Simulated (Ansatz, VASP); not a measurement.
One calculation of WC, two programs

The input INCAR:

```
PREC     = Accurate       # precision mode
ENCUT    = 520            # plane-wave cutoff, eV
EDIFF    = 1E-6           # SCF threshold, eV
ISMEAR   = -1             # smearing method
SIGMA    = 0.05           # smearing width, eV
LREAL    = False          # projectors in reciprocal space
LASPH    = True           # aspherical terms in the spheres
NELM     = 80             # most SCF steps
ALGO     = Normal         # electronic algorithm
ISIF     = 2              # what is computed and relaxed
LWAVE    = False          # write WAVECAR
LCHARG   = False          # write CHGCAR
GGA      = CA             # functional
NBANDS   = 16             # bands
```

Contents of KPOINTS:

```
regular mesh
0
Gamma
  10 10 10
```

Contents of POSCAR:

```
WC
1.0
    0.0000000000      2.1779675566      2.1779675566
    2.1779675566      0.0000000000      2.1779675566
    2.1779675566      2.1779675566      0.0000000000
W C
1 1
Direct
    0.0000000000      0.0000000000      0.0000000000
    0.5000000000      0.5000000000      0.5000000000
```

Contents of input.yaml:

```yaml
crystal:
  lattice:
    - [0.0, 2.1779675566, 2.1779675566]
    - [2.1779675566, 0.0, 2.1779675566]
    - [2.1779675566, 2.1779675566, 0.0]
  atoms:
    - { symbol: W, position: [0.0, 0.0, 0.0] }
    - { symbol: C, position: [0.5, 0.5, 0.5] }
kpoints:
  mp_grid: { grid: [10, 10, 10] }
scf:
  occupations: { method: fermi_dirac, width: 0.05 }
hamiltonian:
  xc: lda
  pseudopotentials: { kind: all_electron, lapw: { basis_error: 0.001 } }
output:
  forces: true
  stress: true
  eigenvalues: true
```

Change from the starting cell: volume scaled by 0.98.

Alike in both runs: task single point; functional LDA; k mesh 10 × 10 × 10; occupations fermi-dirac, width 0.05 eV; no spin polarisation.

```csv
,VASP,Ansatz
version,VASP 6.6.1,Ansatz 0.2.0
potentials or method,"VASP PAW LDA potentials, release 64 (W_sv, C)","all-electron LAPW, scalar-relativistic"
plane-wave cutoff (eV),520,see its input
```

Ansatz gave:

```
gap on the k mesh at the Fermi level (eV) : none
pressure (GPa)                            : -9.1
```

What did VASP give for the same quantities?

gap on the k mesh at the Fermi level (eV): none; pressure (GPa): -6.8.

A gap of «none» marks a metal or a gap that the smearing closes. Ansatz ran all-electron here, so the differences hold the error of VASP's frozen core and of both bases.

The runs have no spin-orbit coupling, so splittings on W are missing.
